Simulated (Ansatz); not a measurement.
# ZnO: the cost of one run

Program: Ansatz 0.2.0. Level of theory: DFT PBEsol, scalar-relativistic, plane waves, PAW. These are calculated values, not measurements.

**1. The system as given**

The structure is hexagonal, space group P6_3mc (No. 186). The conventional cell has a = 3.242 Å, b = 3.242 Å, c = 5.228 Å, α = 90.00°, β = 90.00°, γ = 120.00°. Around Zn (site symmetry 3m) lie 4 O at 1.98 Å. O (site symmetry 3m) is surrounded by 4 Zn at 1.98 Å.

As a file:

```cif
data_structure
_symmetry_space_group_name_H-M 'P6_3mc'
_symmetry_Int_Tables_number 186
_cell_length_a 3.2420
_cell_length_b 3.2420
_cell_length_c 5.2276
_cell_angle_alpha 90.000
_cell_angle_beta 90.000
_cell_angle_gamma 120.000
_cell_volume 47.58
loop_
_atom_site_label
_atom_site_type_symbol
_atom_site_symmetry_multiplicity
_atom_site_Wyckoff_symbol
_atom_site_fract_x
_atom_site_fract_y
_atom_site_fract_z
_atom_site_occupancy
Zn1 Zn 2 b 0.33333 0.66667 0.00145 1
O1 O 2 b 0.33333 0.66667 0.38065 1
```

An earlier run on this cell at PBE gave 4.95 GPa at 11.896 Å³/atom (8×8×6 mesh), mesh gap 0.80 eV. The cell is compressed at this level.

**2. At the given cell**

The input, input.yaml:

```yaml
crystal:
  lattice:
    - [3.2419811861, 0.0, 0.0]
    - [-1.620990593, 2.8076380657, 0.0]
    - [0.0, 0.0, 5.2276401393]
  atoms:
    - { symbol: Zn, position: [0.3333333333, 0.6666666667, 0.0014489168] }
    - { symbol: Zn, position: [0.6666666667, 0.3333333333, 0.5014489168] }
    - { symbol: O, position: [0.3333333333, 0.6666666667, 0.3806510832] }
    - { symbol: O, position: [0.6666666667, 0.3333333333, 0.8806510832] }
basis:
  ecutwfc: 420
  ecutrho_ratio: 4
kpoints:
  mp_grid: { grid: [8, 8, 6] }
hamiltonian:
  xc: pbesol
scf:
  occupations: { method: gaussian, width: 0.05 }
output:
  forces: true
  stress: true
  eigenvalues: true
relax:
  f_tol: 0.02
  max_steps: 40
  cell: { stress_tol: 0.2, fix: [volume] }
```

Started as:

```console
ansatz run input.yaml --threads 4 --pin off --max-ram 8192MiB --backend cpu --events-out ev --progress --plain --runs-dir out
```

**Question.** How long does this run take on 4 threads of Arm Neoverse V2, shared host, and how much memory does it need?

About 2.5 s, with a peak of 0.38 GiB.
